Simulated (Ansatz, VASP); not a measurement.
**Cu in VASP and in Ansatz**

The input INCAR:

```
SYSTEM = Cu
PREC = Accurate ; ENCUT = 520
EDIFF = 1E-7 ; ISMEAR = -1
SIGMA = 0.05 ; LREAL = .FALSE.
LASPH = .TRUE. ; NELM = 60
ALGO = Fast ; ISIF = 2
LWAVE = .FALSE. ; LCHARG = .TRUE.
GGA = PS ; LELF = .TRUE.
LVHAR = .TRUE. ; NBANDS = 18
```

KPOINTS

```
regular mesh
0
G
  11 11 11
  0 0 0
```

POSCAR

```
Cu
1.0
    1.2184636900     -3.9763780104      0.0000000000
    1.2184636900      3.9763780104      0.0000000000
    0.0000000000      0.0000000000      2.4754955235
Cu
2
Direct
    0.8661333500      0.1338666500      0.7500000000
    0.1338666500      0.8661333500      0.2500000000
```

The input input.yaml:

```yaml
crystal:
  lattice:
    - [1.21846369, -3.9763780104, 0.0]
    - [1.21846369, 3.9763780104, 0.0]
    - [0.0, 0.0, 2.4754955235]
  atoms:
    - { symbol: Cu, position: [0.86613335, 0.13386665, 0.75] }
    - { symbol: Cu, position: [0.13386665, 0.86613335, 0.25] }
hamiltonian:
  xc: pbesol
  pseudopotentials: { kind: paw }
kpoints:
  mp_grid: { grid: [11, 11, 11] }
scf:
  occupations: { method: fermi_dirac, width: 0.05 }
output:
  forces: true
  stress: true
  eigenvalues: true
  write_density: true
  write_potential: true
  elf: true
  volumetric_format: npy
```

This isn't the form of Cu at room conditions, which is fcc.

Alike in both runs: task single point; functional PBEsol; k mesh 11 × 11 × 11; occupations fermi-dirac, width 0.05 eV; no spin polarisation.

|  | VASP | Ansatz |
| --- | --- | --- |
| version | VASP 6.6.1 | Ansatz 0.2.0 |
| potentials or method | VASP PAW PBE potentials, release 64 (Cu) | Ansatz PAW |
| plane-wave cutoff (eV) | 520 | 420 |
| valence electrons in the cell | 22 | 38 |

Ansatz gave:

- gap on the k mesh at the Fermi level (eV): none
- pressure (GPa): -1.5
- largest component of the traceless stress (GPa): 0.66

What did VASP give for the same quantities?

gap on the k mesh at the Fermi level (eV): none; pressure (GPa): -0.7; largest component of the traceless stress (GPa): 0.61.

A gap of «none» marks a metal or a gap that the smearing closes. The two sets of potentials don't hold the same shells in valence.

Caveats: the PAW data sets were made with another functional, which shifts forces and pressure a little (VASP); the PAW data sets come from PBE, with cores solved anew for the run's functional, which leaves a small shift of forces and pressure (Ansatz).
